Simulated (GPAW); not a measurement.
Runs of GPAW 26.7.0 on ZnS (Wurtzite-2H). It takes space group P6_3mc (No. 186, hexagonal). Conventional cell: a = 3.811 Å, b = 3.811 Å, c = 6.234 Å, α = 90.00°, β = 90.00°, γ = 120.00°. Zn (site symmetry 3m) is surrounded by 4 S at 2.31 to 2.40 Å. Around S (site symmetry 3m) lie 4 Zn at 2.31 to 2.40 Å. 

```csv
task,level,potentials or basis,cell,k mesh,cutoff (eV),optimizer,fmax,max steps,band path,band points,grid spacing,gap on the mesh (eV),pressure (GPa),relaxed volume (Å³/atom),largest force (eV/Å)
relaxation of cell and atoms,PBE+D3(BJ),"GPAW PAW data sets (gpaw-data 1.2.1), pw",relaxed,6 × 6 × 3,600,LBFGS,0.01 eV/Å,100,-,-,-,2.23,0.0,19.45,-
band structure,PBE,"GPAW PAW data sets (gpaw-data 1.2.1), fd",as given,6 × 6 × 3,-,-,-,-,"GMKGALHA,LM,KH",60,0.16 Å,2.24,-,-,0.33
relaxation of cell and atoms,mBEEF,"GPAW PAW data sets (gpaw-data 1.2.1), pw",relaxed,6 × 6 × 3,600,BFGS,0.05 eV/Å,60,-,-,-,2.97,0.1,19.94,0.03
relaxation of cell and atoms,PBE,"GPAW PAW data sets (gpaw-data 1.2.1), pw",relaxed,6 × 6 × 3,600,BFGS,0.02 eV/Å,60,-,-,-,2.08,-0.1,20.21,0.01
single point,TB-mBJ,"GPAW PAW data sets for LDA (gpaw-data 1.2.1), pw",as given,6 × 6 × 3,600,-,-,-,-,-,-,(a),-,-,-
relaxation of cell and atoms,TASK,"GPAW PAW data sets (gpaw-data 1.2.1), pw",relaxed,6 × 6 × 3,600,LBFGS,0.02 eV/Å,40,-,-,-,3.58,0.0,21.17,0.01
band structure,mBEEF,"GPAW PAW data sets (gpaw-data 1.2.1), pw",as given,6 × 6 × 3,600,-,-,-,"GMKGALHA,LM,KH",100,-,3.08,(b),-,0.33
single point,PBEsol,"PAW data sets generated in the run's folder for this functional, pw",as given,8 × 8 × 5,600,-,-,-,-,-,-,2.10,-1.3,-,0.31
```

Alike in all rows: no spin polarisation; smearing fermi-dirac 0.05 eV.

Fill in the values left out.

(a) 3.81; (b) 1.6.

Caveats: an odd mesh through Γ misses points on the zone boundary, where band edges often lie (some runs); later steps reuse the first step's grids (some runs); the PAW data sets were made with another functional, which shifts forces and pressure a little (some runs); the real-space grid adds noise to forces (some runs); a model potential gives levels but no total energy (some runs).

Not every run made on this cell is shown here.
